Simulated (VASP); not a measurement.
Wanted: the native input for a VASP 6.6.1 run.

```
Task                   : relaxation of cell and atoms
Functional             : r2SCAN
Potentials or basis    : VASP PAW PBE potentials, release 64 (Ga_d, P)
Cutoff                 : 600 eV
k mesh                 : 8 × 8 × 8
Occupations            : gaussian, width 0.02 eV
Spin                   : no spin polarisation
Further INCAR settings : ALGO = Normal; EDIFF = 1e-07; IBRION = 2; EDIFFG = -0.005; NSW = 90; ISIF = 3
```

The structure of GaP lies in POSCAR:

```
GaP
1.0
    0.0000000000      2.7258124900      2.7258124900
    2.7258124900      0.0000000000      2.7258124900
    2.7258124900      2.7258124900      0.0000000000
Ga P
1 1
Direct
    0.0000000000      0.0000000000      0.0000000000
    0.7500000000      0.7500000000      0.7500000000
```

The cell is a database's computed one.

One way to write it, as run:

INCAR

```
  PREC = Accurate
  ENCUT = 600
  EDIFF = 1E-7
  ISMEAR = 0
  SIGMA = 0.02
  LREAL = F
  LASPH = T
  NELM = 100
  ALGO = Normal
  ISIF = 3
  LWAVE = F
  LCHARG = F
  METAGGA = R2SCAN
  LMIXTAU = T
  IBRION = 2
  NSW = 90
  EDIFFG = -0.005
```

KPOINTS

```
regular mesh
0
Gamma
  8 8 8
```

Potentials or basis: VASP PAW PBE potentials, release 64 (Ga_d, P).

Run with:

```console
$ cat potpaw_PBE.64/Ga_d/POTCAR potpaw_PBE.64/P/POTCAR > POTCAR
$ mpirun -np 1 vasp_std > vasp.out
```

Results of the run:

| Quantity | Value |
| --- | --- |
| Relaxed volume | 20.23 Å³/atom |
| Relaxed cell | a = 3.853 Å, b = 3.853 Å, c = 3.853 Å, α = 60.00°, β = 60.00°, γ = 60.00° |
| Space group after relaxing (to 0.05 Å) | F-43m (No. 216) |
| Energy gained by relaxing | 0.0 meV/atom |
| Ionic steps | 3 |
| Pressure after relaxing | 0.0 GPa |
| Band gap on the k mesh | 1.90 eV, indirect (least direct gap 2.35 eV) |

Caveat: the PAW data sets were made with another functional, which shifts forces and pressure a little.

It took 67 s on 1 thread of Intel(R) Xeon(R) 6975P-C (Granite Rapids), on a shared host, peak memory 0.2 GiB.
